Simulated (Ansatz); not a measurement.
## TiO2 monolayer (2H): following an unstable mode

Aim: this structure of TiO2 monolayer (2H) is to be tested for unstable modes, and one is followed downhill.

Main program and level: Ansatz 0.2.0; DFT LDA, scalar-relativistic, plane waves, PAW.

## 1. Starting point

The cell holds 3 atoms: 1 Ti and 2 O. Cell: a = 2.824 Å, b = 2.824 Å, c = 28.700 Å, α = 90.0°, β = 90.0°, γ = 120.0°. Vacuum lies along c.

## 2. Phonons on a q mesh

The cell comes from relaxations at this level that are not shown. Stability and thermal properties need the whole zone. Linear response on a 6×6×1 q mesh gives force constants as far as a supercell of that size would.

The input, input.yaml:

```yaml
crystal:
  lattice:
    - [2.8240035933, 0.0, 0.0]
    - [-1.4120017967, 2.4456588521, 0.0]
    - [0.0, 0.0, 28.7]
  atoms:
    - { symbol: Ti, position: [0.3333333333, 0.6666666667, 0.3484320557] }
    - { symbol: O, position: [0.6666666667, 0.3333333333, 0.3871158937] }
    - { symbol: O, position: [0.6666666667, 0.3333333333, 0.3097482178] }
  periodic: [true, true, false]
kpoints:
  mp_grid: { grid: [12, 12, 1] }
hamiltonian:
  xc: lda
scf:
  occupations: { method: fixed }
output:
  eigenvalues: true
phonons:
  method: dfpt
  dielectric: true
  raman: true
  qmesh: [6, 6, 1]
  temperatures: { t_max: 1000, t_step: 50 }
  qpath:
    path:
      - [0.0, 0.0, 0.0]
      - [0.5, 0.0, 0.0]
      - [0.33333333, 0.33333333, 0.0]
      - [0.0, 0.0, 0.0]
    npoints: 10
  isolated: true
```

Launch:

```
$ ansatz run input.yaml --threads 8 --pin off --max-ram 14336MiB --backend cpu --events-out ev --progress --plain --runs-dir out
```

Numbers of over 12 decimals in the logs are rounded to 6 here.

What it wrote:

```text
Warning: phonons: the dynamical matrix that this run interpolates holds no multipole term above the dipole-dipole one, and a site of this crystal is no centre of inversion, so its interpolated transverse optical and acoustic branches and sound speeds can stay off near Gamma, and the density of states and the thermodynamics with them. What a run solves at a wave vector of phonons.qpoints, Gamma apart, where the deck admits one, is free of this, and under fd what a larger phonons.supercell samples
Warning: phonons.dielectric: true without phonons.rigid_motions: the static dielectric tensor ε⁰ will be withheld (ε∞, Z* and the rows of modes are given); for a crystal or a slab, whose only rigid motions are the translations, set phonons.rigid_motions: translations
Warning: crystal.symmetry: narrowed to the stabiliser of the run's FFT grids — unitary ops 12 → 6. A phonons.method: dfpt run fills in the rows of the dynamical matrix that it does not solve by its symmetry operations, which is exact only for operations that map its FFT grids onto themselves: filled in by any other, the frequencies could depend on the order in which like atoms are typed, or, by more than the grids' own error, on where the crystal sits among the grids' points. Excluded: 6 operations. The run can therefore solve more perturbations, solve them on more k-points, or both, and cost more. [rest of the remark cut]
Engine: ansatz 0.2.0, x86_64-unknown-linux-gnu
Pseudopotentials: kind: paw
Pseudopotential: Ti, paw, valence charge 12, recommended cutoff 420 eV (normal), Ti.paw.azcp
Pseudopotential: O, paw, valence charge 6, recommended cutoff 420 eV (normal), O.paw.azcp
Functional definition: SPW92
  exchange = slater_x
  correlation = pw_c
Crystal: 3 atoms, lattice volume = 198.218 Å³
Basis set: ecut = 420 eV, 3899 PW (Γ), exchange–correlation on 40×40×384 points (8 copies of the dense FFT grid, shifted against one another)
Bands: 16, of which v1, the nominal top of the filled ones, is band 12 counted from 1 (11 counted from 0)
Symmetry: 12 space group operations
k-points: 43 of 144 (irreducible under 2 space group operations, time reversal used)
Non-local potential: Ti, projectors of the file, l = 0: 3, l = 1: 2, l = 2: 3, l = 3: 1
Non-local potential: O, projectors of the file, l = 0: 2, l = 1: 2, l = 2: 1
PAW form: soft (Blöchl's): semilocal exchange-correlation on the pseudo side does not see the compensation charge
PAW frozen core: Ti, regenerated for the run's functional, and the local potential with it (the file was generated under x = pbe(κ = 0.804, μ = 0.219515), c = pbe(β = 0.066725))
PAW frozen core: O, regenerated for the run's functional, and the local potential with it (the file was generated under x = pbe(κ = 0.804, μ = 0.219515), c = pbe(β = 0.066725))
PAW one-centre angular grid: Ti, 590 points (default); XC on 64 Gauss nodes
PAW one-centre angular grid: O, 110 points (default); XC on 64 Gauss nodes
Initial density: superposition of atomic densities (neutral atoms: chi_scale 0, normalization atom), corrected by the library's trained network
Initial wavefunctions: pseudopotential atomic-orbital guess
Functional: x = slater, c = lda
SCF iter   1: F=—  HF=-3563.291529 eV  |F-HF|=—  |Δ(HF+E_count)|=         —  Δρ=9.03e-3  dr2=1.05e-1  ethr=1.77e-3  ⟨swp⟩=7.3  Hψ=4547  notcnv=0  defer=76
preconditioner: auto → none  [insulator: Δε(μ)=1.105 eV  Ē_g=9.854 eV  n_scr=16 (ndim 8)  ℏωp=10.5 eV  f_vac=0.820  ε∞_Penn≈2.1]
SCF iter   2: F=—  HF=-3563.295407 eV  |F-HF|=—  |Δ(HF+E_count)|=   3.88e-3  Δρ=9.30e-3  dr2=1.93e-1  ethr=4.39e-4  ⟨swp⟩=3.4  Hψ=1909  notcnv=0  defer=75
SCF iter   3: F=—  HF=-3563.266065 eV  |F-HF|=—  |Δ(HF+E_count)|=   2.93e-2  Δρ=3.27e-3  dr2=1.43e-2  ethr=4.39e-4  ⟨swp⟩=3.1  Hψ=1200  notcnv=0  defer=77
SCF iter   4: F=—  HF=-3563.263685 eV  |F-HF|=—  |Δ(HF+E_count)|=   2.38e-3  Δρ=9.37e-4  dr2=6.13e-4  ethr=5.97e-5  ⟨swp⟩=3.2  Hψ=1340  notcnv=0  defer=85
SCF iter   5: F=—  HF=-3563.263718 eV  |F-HF|=—  |Δ(HF+E_count)|=   3.36e-5  Δρ=1.55e-4  dr2=1.50e-5  ethr=2.55e-6  ⟨swp⟩=3.3  Hψ=1531  notcnv=0  defer=86
SCF iter   6: F=—  HF=-3563.263732 eV  |F-HF|=—  |Δ(HF+E_count)|=   1.41e-5  Δρ=3.55e-5  dr2=1.36e-6  ethr=6.24e-8  ⟨swp⟩=3.4  Hψ=1581  notcnv=0  defer=86
SCF iter   7: F=—  HF=-3563.263809 eV  |F-HF|=—  |Δ(HF+E_count)|=   7.71e-5  Δρ=8.11e-6  dr2=4.90e-8  ethr=5.69e-9  ⟨swp⟩=3.5  Hψ=1571  notcnv=0  defer=79
SCF iter   8: F=—  HF=-3563.263810 eV  |F-HF|=—  |Δ(HF+E_count)|=   6.37e-7  Δρ=1.72e-6  dr2=3.13e-9  ethr=2.04e-10  ⟨swp⟩=3.8  Hψ=1394  notcnv=0  defer=79
SCF iter   9: F=-3563.263810 eV  HF=-3563.263810 eV  |F-HF|=1.18e-11  |Δ(HF+E_count)|=   1.68e-9  Δρ=1.48e-7  dr2=1.94e-11  ethr=1.00e-12  ⟨swp⟩=17.7  Hψ=7788  notcnv=0
SCF 1 converged in 9 iterations: F = -3563.263810 eV  dr2 = 1.94e-11
  greatest PAW one-centre occupation: 0.999 electrons in one spin orbital (limit 2), on the Ti atom at site 0 (counted from 0), in its partial waves of l = 0
DFPT response loops at Γ: preconditioner auto → none (the input reference at scf.mixing.eps_inf says where Resta's filter doesn't serve); β = 0.50; Broyden in place of MSR1
── the response to a field inside a basis, on 12×12×1 k-points: an SCF that follows is theirs, and a resumed run solves both again ──
Bands: 13, of which v1, the nominal top of the filled ones, is band 12 counted from 1 (11 counted from 0)
k-points: 42 of 144 (irreducible under 2 space group operations, time reversal used)
Initial density: handed on by an earlier stage of this run
Initial wavefunctions: pseudopotential atomic-orbital guess (no wavefunctions were taken with the density)
Eigensolver: Dense (42 Hₖ)
SCF iter   1: F=—  HF=-3563.267191 eV  |F-HF|=—  |Δ(HF+E_count)|=         —  Δρ=2.53e-4  dr2=2.59e-5  ethr=1.00e-1
preconditioner: auto → none  [insulator: Δε(μ)=1.175 eV  Ē_g=7.747 eV  n_scr=16 (ndim 8)  ℏωp=10.5 eV  f_vac=0.816  ε∞_Penn≈2.9]
SCF iter   2: F=—  HF=-3563.267186 eV  |F-HF|=—  |Δ(HF+E_count)|=   4.86e-6  Δρ=1.40e-4  dr2=3.37e-5  ethr=1.08e-7
SCF iter   3: F=—  HF=-3563.267188 eV  |F-HF|=—  |Δ(HF+E_count)|=   1.80e-6  Δρ=1.50e-4  dr2=4.26e-5  ethr=1.08e-7
SCF iter   4: F=—  HF=-3563.267181 eV  |F-HF|=—  |Δ(HF+E_count)|=   6.84e-6  Δρ=2.02e-5  dr2=3.10e-7  ethr=1.08e-7
SCF iter   5: F=—  HF=-3563.267181 eV  |F-HF|=—  |Δ(HF+E_count)|=   2.45e-8  Δρ=3.01e-6  dr2=4.91e-9  ethr=1.29e-9
SCF iter   6: F=-3563.267181 eV  HF=-3563.267181 eV  |F-HF|=6.46e-11  |Δ(HF+E_count)|=  7.99e-10  Δρ=3.06e-7  dr2=8.66e-11  ethr=2.05e-11
SCF 1 converged in 6 iterations: F = -3563.267181 eV  dr2 = 8.66e-11
DFPT response loops at Γ: mixed as the last ones told, above
DFPT response loops at Γ: mixed as the last ones told, above
NSCF: frozen V_eff on 19 k-points
NSCF: frozen V_eff on 156 k-points
DFPT response loops at q = (0, 0.166667, 0) (fractional): mixed as the last ones told, above
NSCF: frozen V_eff on 156 k-points
DFPT response loops at q = (0, 0.333333, 0) (fractional): mixed as the last ones told, above
NSCF: frozen V_eff on 86 k-points
DFPT response loops at q = (0, -0.5, 0) (fractional): mixed as the last ones told, above
NSCF: frozen V_eff on 288 k-points
DFPT response loops at q = (0.166667, 0.166667, 0) (fractional): mixed as the last ones told, above
NSCF: frozen V_eff on 288 k-points
DFPT response loops at q = (0.166667, 0.333333, 0) (fractional): mixed as the last ones told, above
NSCF: frozen V_eff on 156 k-points
DFPT response loops at q = (0.333333, 0.333333, 0) (fractional): mixed as the last ones told, above
SCF converged after 9 iterations
Free energy (F): -3563.263810 eV
Harris-Foulkes:  -3563.263810 eV  (|F-HF|=1.18e-11)
Internal energy: -3563.263810 eV  (E = F + TS)
E sigma→0 (E₀):  -3563.263810 eV
Fermi energy:    -8.890099 eV
--- Per-component energies (eV) ---
  E_band       = -617.647512
  E_kinetic    = 622.412466
  E_local      = -47721.069444  (includes V_loc(G=0)·N_el)
  E_nonlocal   = 107.642003
  E_hartree    = 23462.310796
  E_xc         = -242.591834
  E_vxc        = -309.321271  (∫ρ·V_xc dr)
  E_paw        = -1291.014977  (= ΣΔE_a)
  E_vpaw       = -241.937858  (= ΣTr[D̂ρ^β])
  E_aug_tail   = 0.005121  (compensation charges beyond the density's cutoff)
  E_ewald      = 21498.522267
  E_core_change = 0.519793  (= ΣΔE_core)
  E_smearing   = -0.000000  (= −TS)
  E_closure    = -0.000000  (closes the sum)
  Σ components = -3563.263810   (vs F -3563.263810, Δ=0.00e0)
--- Band table (eV; the first three rows and the last of 43) ---
  k-point 0: bands = [... 8 lower, -11.9366, -10.5108, -10.5108, -9.1977, -5.6259, -4.3864, -4.3864, -4.3739]
  k-point 1: bands = [... 8 lower, -11.8408, -10.7106, -10.6260, -9.0866, -5.8655, -4.4439, -4.4082, -4.2902]
  k-point 2: bands = [... 8 lower, -11.5757, -11.1329, -10.9163, -8.9522, -6.4334, -4.4932, -4.4636, -4.1477]
  k-point 42: bands = [... 8 lower, -11.9560, -11.1724, -10.9618, -9.0995, -7.7135, -5.1204, -3.9227, -3.7784]
--- Phonons (Γ-DFPT): 6 representative perturbations + reference, on 43 of 144 k-points (Σ response iterations 32) ---
  ASR residual: 1.845e-4 → 0.000e0 eV/Å²; symmetrization residual: 8.001e-6 eV/Å²
  The last average, over the group as it would stand without the narrowing to the FFT grids, took up to 3.114e-7 eV/Å² of the zone centre's force constants
  ASR residual per site (eV/Å²): 2.74e-5 1.85e-4 1.84e-4
  Γ frequencies (cm⁻¹): -307.32 -307.32 0.00 0.00 0.00 442.84 442.84 638.51 748.15
  ε∞ (high-frequency dielectric tensor):
        1.967670     0.000000     0.000000
       -0.000000     1.967670     0.000000
        0.000000     0.000000     1.117435
  α∞ (the layer's polarisability for a field applied outside it; Å, Gaussian; ε∞ is over the cell's 28.700 Å):
        2.210036     0.000000     0.000000
       -0.000000     2.210036     0.000000
        0.000000     0.000000     0.268206
  ε⁰ (static dielectric tensor): not given — the deck does not say what the cell's rigid motions are, and on a molecule in a box or a wire the rigid rotations would enter the sum over the modes at Γ. For a crystal or a slab, whose only rigid motions are the translations, set phonons.rigid_motions: translations.
  Born effective charges Z* (e; rows j = field, columns β = displacement):
    site 0:
         4.91905    0.00000    0.00000
        -0.00000    4.91905    0.00000
         0.00000    0.00000    0.63725
    site 1:
        -2.45953    0.00000    0.00000
         0.00000   -2.45953    0.00000
        -0.00000    0.00000   -0.31863
    site 2:
        -2.45953   -0.00000   -0.00000
         0.00000   -2.45953   -0.00000
         0.00000   -0.00000   -0.31863
  Z* charge neutrality: 9.554e-4 e pre-enforcement
  solved inside a basis spanned on kpoints, on 12×12×1 k-points: ε∞ is read to err by 4.3e-3, Z* by 1.7e-2 e (field_mesh: kpoints solves on kpoints); Z* is corrected for what the basis lacks
  Raman tensors (in the event stream and the table raman_tensors.tsv): an entry may err by 7.2e-2 Å², one of the second-order susceptibility by 9.1e-2 pm/V (basis, points and sum rule); their sum over the sites missed zero by 8.444e-5 Å² ahead of its enforcement
  optical modes at Γ without the LO–TO term, one row a degenerate level:
      ω (cm⁻¹)  modes    IR ((D/Å)²/amu)  static Raman (Å⁴/amu)  depolarisation
       -307.32      2             0.0000                16.9638           0.750
        442.84      2            58.2173               137.2861           0.750
        638.51      1             0.4885                 0.0000               —
        748.15      1             0.0000               261.2310           0.111
--- Phonons (arbitrary-q DFPT): 7 irreducible q on the 6×6×1 mesh ---
  q = [0.0000, 0.0000, 0.0000] (star 1, of the zone-centre solve; hermiticity 2.78e-7, symmetrization 1.39e-7, taken by the last average 1.08e-8): -307.32 -307.32 -0.00 0.00 0.00 442.84 442.84 638.51 748.15
  q = [0.0000, 0.1667, 0.0000] (star 6, 9 solved perturbations on 78 of 144 k-point pairs; hermiticity 4.90e-7, symmetrization 6.11e-11, taken by the last average 7.04e-8): -248.77 -246.18 68.95 116.86 223.41 426.97 571.81 660.15 745.64
  q = [0.0000, 0.3333, 0.0000] (star 6, 9 solved perturbations on 78 of 144 k-point pairs; hermiticity 3.37e-7, symmetrization 1.13e-9, taken by the last average 3.31e-8): -238.91 82.29 213.07 256.05 395.59 415.25 485.71 632.63 745.41
  q = [0.0000, -0.5000, 0.0000] (star 3, 9 solved perturbations on 43 of 144 k-point pairs; hermiticity 1.31e-5, symmetrization 1.33e-5, taken by the last average 2.00e-7): -267.89 204.45 255.87 329.37 377.50 450.44 538.82 567.49 744.52
  q = [0.1667, 0.1667, 0.0000] (star 6, 6 solved perturbations in 666 linear systems a pass and spin channel, the states on 144 of 144 k-point pairs; hermiticity 1.17e-7, symmetrization 5.76e-11, taken by the last average 2.07e-8): -234.23 -93.09 213.25 227.56 344.25 409.60 505.30 645.15 744.14
  q = [0.1667, 0.3333, 0.0000] (star 12, 9 solved perturbations on 144 of 144 k-point pairs: no pair is spared here; hermiticity 1.77e-7, symmetrization 0.00e0, taken by the last average 6.79e-8): -277.46 205.56 311.83 326.23 391.47 453.92 477.79 589.26 741.06
  q = [0.3333, 0.3333, 0.0000] (star 2, 6 solved perturbations in 327 linear systems a pass and spin channel, the states on 78 of 144 k-point pairs; hermiticity 5.47e-6, symmetrization 2.00e-6, taken by the last average 5.38e-8): -302.34 246.79 353.73 364.99 441.81 462.41 466.19 539.91 736.57
  sum rule: each row above includes the acoustic sum rule's correction from the zone centre's row sums; it moved no ω² by more than (1.77 cm⁻¹)²
  mesh force constants: q→R imaginary residual 1.39e-16; ASR residual 1.845e-4 → 0.000e0 eV/Å²; symmetrization residual 4.263e-14 eV/Å²
  interpolated dispersion: 31 rows × 9 modes
  density of states and harmonic sums: on the 30×30×1 q-mesh, interpolated from the force constants of a 6×6×1 supercell (with the dipole–dipole term)
  largest difference from the sums on the solved wave vectors: F 2.19e-2 eV, S 3.00e-5 and C_V 7.97e-6 eV/K
  zero-point energy: 0.201511 eV/cell   skipped modes (ω ≤ 0): 128, of them read as no rigid motion or as one in doubt: 125 (1.348e0 modes/cell left out, lowest -307.32 cm⁻¹)   left out of the sums: 1.50e-1 of the cell's modes: C_V's classical limit lies that fraction below 3 k_B per atom; for a crystal, a wire or a layer, F and S can be off by more, and a phonons.interpolated_qmesh denser along its periods is the remedy for the sampling
```

Run time: 3.6 min. Hardware: 8 threads of Intel Xeon 6975P-C (Granite Rapids), shared host; peak memory 2.1 GiB; 18 min of CPU time.

Numbers from this step:

```
gap on the k-mesh                                       : 1.177 eV
sum-rule residual before enforcement                    : 1.85e-4 eV/Å²
miss of the charge sum rule                             : 9.55e-4 e
estimated error of the dielectric tensor                : 0.004343
estimated error of the Born charges                     : 0.01738 e
lowest frequency on the path                            : -307.3 cm⁻¹
point group                                             : -6m2
highest frequency on the path or at a solved wavevector : 748.2 cm⁻¹
area per atom                                           : 2.302 Å²
highest optical mode at the zone centre (no LO-TO term) : 748.1 cm⁻¹
lowest optical zone-centre mode                         : -307.3 cm⁻¹
largest Born charge (third of the trace)                : 3.492 e
lowest mode on the q mesh (acoustic modes at Γ apart)   : -307.3 cm⁻¹
```

Frequencies (cm⁻¹) solved at each irreducible wavevector; negative means imaginary. Frequencies by wavevector, by row:

```
q in reciprocal lattice units  star  mode 1  mode 2  mode 3  mode 4  mode 5  mode 6  mode 7  mode 8  mode 9
                        0 0 0     1  -307.3  -307.3       0       0       0   442.8   442.8   638.5   748.1
                   0 0.1667 0     6  -248.8  -246.2      69   116.9   223.4     427   571.8   660.1   745.6
                   0 0.3333 0     6  -238.9    82.3   213.1   256.1   395.6   415.2   485.7   632.6   745.4
                     0 -0.5 0     3  -267.9   204.4   255.9   329.4   377.5   450.4   538.8   567.5   744.5
              0.1667 0.1667 0     6  -234.2   -93.1   213.2   227.6   344.2   409.6   505.3   645.1   744.1
              0.1667 0.3333 0    12  -277.5   205.6   311.8   326.2   391.5   453.9   477.8   589.3   741.1
              0.3333 0.3333 0     2  -302.3   246.8   353.7     365   441.8   462.4   466.2   539.9   736.6
```

Interpolated from a 6×6×1 q mesh, with the LO-TO term (at Γ the limit along the path; where Γ stands inside the path, tables give the limit on arrival). The phonon branches at the labelled points (cm⁻¹):

```
  point  branch 1  branch 2  branch 3  branch 4  branch 5  branch 6  branch 7  branch 8  branch 9
      Γ      -307      -307         0         0         0       443       443       638       748
halfway      -226      -163       161       170       324       411       525       656       746
      M      -268       204       256       329       378       450       539       568       744
halfway      -286       224       324       339       391       447       519       558       740
      K      -302       247       354       365       442       462       466       540       737
halfway      -234       -93       213       228       344       410       505       645       744
      Γ      -307      -307         0         0         0       443       443       638       748
```

The phonon branches as a text plot (rows in cm⁻¹):

```
    726 |********************************************************
    682 |       **
    638 |*******  ******                          ***************
    594 |   ****        ****                 *****         **
    550 |       **          *****************         *****
    506 |         ****    **      ******            **
    462 |***          ******************************         ****
    418 |   ************            ****   ******************
    374 |           **************** ********  *****
    330 |         **      **************   *******  **
    286 |       **    ****     ****               **  ***
    242 |           **  *******    ************     **   **
    198 |     **    ****  *********            ***  *****
    154 |   **  ****    **                            ***  **
    111 |     ****    **                          **     **
     67 | ******                                         *******
     23 | ****                                             *****
    -21 |*                                                      *
    -65 |           **
   -109 |                                           **
   -153 |         **
   -197 |       **                                    ***
   -241 |     ************                        *********
   -285 |*****            ************************         ******
         Γ                   M           K                      Γ
```

Symmetry leaves 7 wavevectors to solve. The lowest mode among them, the acoustic zeros apart, lies at Γ and is imaginary, 307.3i cm⁻¹, so the energy falls along it.

(Part 1 of 3 ends here.)

[Logs are printed without paths, hosts, clocks, repeated set-up lines and the standing remarks that a program may print on its own settings, such as how far it seeks lower states.]

[Hosts, paths, dates, database ids (printed as entryN), source tags and the programs' standing remarks are cut or masked in the printed files.]
